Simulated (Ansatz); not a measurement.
Runs of Ansatz 0.2.0 on Pb. The structure is cubic, space group Fd-3m (No. 227). Conventional cell: a = 6.878 Å, b = 6.878 Å, c = 6.878 Å, α = 90.00°, β = 90.00°, γ = 90.00°. Around Pb (site symmetry -43m) lie 4 Pb at 2.98 Å. This isn't the form of Pb at room conditions, which is fcc.

| task | level | k mesh | cutoff (eV) | q mesh | points for each segment of the path | mesh quality | V0 of scaled cells (Å³/atom) | B0 (GPa) |
| --- | --- | --- | --- | --- | --- | --- | --- | --- |
| equation of state | PBE0 | 4 × 4 × 4 | 420 | - | - | coarse | (b) | 29 |
| equation of state | PBEsol | 7 × 7 × 7 | 420 | - | - | not flagged | 41.26 | 30 |
| equation of state | LDA | 7 × 7 × 7 | 420 | - | - | not flagged | 39.79 | 34 |
| equation of state | r2SCAN | 7 × 7 × 7 | 500 | - | - | not flagged | (a) | 30 |

Alike in all rows: potentials or basis Ansatz PAW; no spin polarisation; cell as given; smearing fermi-dirac 0.05 eV.

**Question.** Fill in the values left out.

**Answer.** (a) 42.04; (b) 42.20.

Caveats: some runs use coarse meshes; the PAW data sets were made with another functional, which shifts forces and pressure a little (some runs).
